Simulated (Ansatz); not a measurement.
Si2Mo in Ansatz: the effect of exact exchange

The system is Si2Mo.

```
Mo Si
1.0
    -1.60000    1.60000    3.93050
     1.60000   -1.60000    3.93050
     1.60000    1.60000   -3.93050
Mo Si
1 2
Cartesian
  0.0000 0.0000 0.0000
  0.0000 0.0000 5.2433
  0.0000 0.0000 2.6177
```

Alike in all runs:

* Program: Ansatz 0.2.0
* Task: single point
* Functional: HSE06 form with a typed share of exact exchange
* Potentials or basis: Ansatz PAW
* Cutoff: 420 eV (not typed: the program's choice for these potentials)
* k mesh: 6 × 6 × 6
* Occupations: fermi-dirac, width 0.05 eV
* Spin: no spin polarisation

```tsv
exact exchange	pressure (GPa)	largest force (eV/Å)
0.05	0.9	0.30
0.1	-0.3	0.34
0.15	-1.4	0.38
0.2	-2.6	0.41
0.25	-3.8	0.45
0.3	-4.9	0.49
0.4	?	?
0.5	-9.2	0.71
```

Question: What does the run with exact exchange 0.4 give?

Answer: Pressure -7.1 GPa; largest force 0.58 eV/Å.

Worked out: A straight line through the other rows of the pressure, of slope -22.5 GPa per unit of exact exchange, gives -7.1 GPa, against the run's -7.1. A parabola through the other rows of the largest force, of slope 1.06 eV/Å per unit of exact exchange there, gives 0.60 eV/Å, against the run's 0.58.

Caveats: all runs use coarse meshes; the PAW data sets come from PBE, with cores solved anew for the run's functional, which leaves a small shift of forces and pressure; the thresholds are loose for stress.
